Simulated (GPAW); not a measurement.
Cd in GPAW: convergence with k mesh

Crystal: Cd.

```xyz
1
Lattice="-1.7843 1.7843 1.7843 1.7843 -1.7843 1.7843 1.7843 1.7843 -1.7843" Properties=species:S:1:pos:R:3 pbc="T T T"
Cd    0.0000    0.0000    0.0000
```

This isn't the form of Cd at room conditions, which is hcp.

* Program: GPAW 26.7.0
* Task: convergence study
* Functional: r2SCAN
* Potentials or basis: GPAW PAW data sets (gpaw-data 1.2.1)
* Cutoff: 600 eV
* Basis: pw
* k mesh: 2 × 2 × 2
* Occupations: fermi-dirac, width 0.05 eV
* Spin: no spin polarisation

These are the settings of the first run; the series varies k mesh, with any setting tied to it.

Hardware: 1 thread of Intel(R) Xeon(R) Platinum 8259CL CPU @ 2.50GHz (Skylake/Cascade Lake), on a shared host.

```tsv
k mesh	energy less the tightest run, at zero smearing (meV/atom)	pressure (GPa)	SCF cycles	CPU time (s)	peak memory (GiB)
2 × 2 × 2	1467.85	-8.42	12	6.9	0.22
3 × 3 × 3	544.47	10.62	13	8.2	0.22
4 × 4 × 4	58.84	-2.82	14	13	0.22
5 × 5 × 5	63.90	-2.61	12	13	0.22
7 × 7 × 7	-21.41	-2.58	13	23	0.22
8 × 8 × 8	15.56	-2.13	13	31	0.22
9 × 9 × 9	9.08	-1.34	13	37	0.23
11 × 11 × 11	2.27	-1.99	13	57	0.23
14 × 14 × 14	0.00	-1.67	12	93	0.24
```

Not settled before the last step: the energy (to 1 meV/atom), the pressure (to 0.1 GPa). Meshes of other sizes hit other points, so gaps and Fermi surfaces needn't settle smoothly. The tightest run that finished is the yardstick and may itself not be fully converged.

Caveat, for the tightest run too: the PAW data sets were made with another functional, which shifts forces and pressure a little.
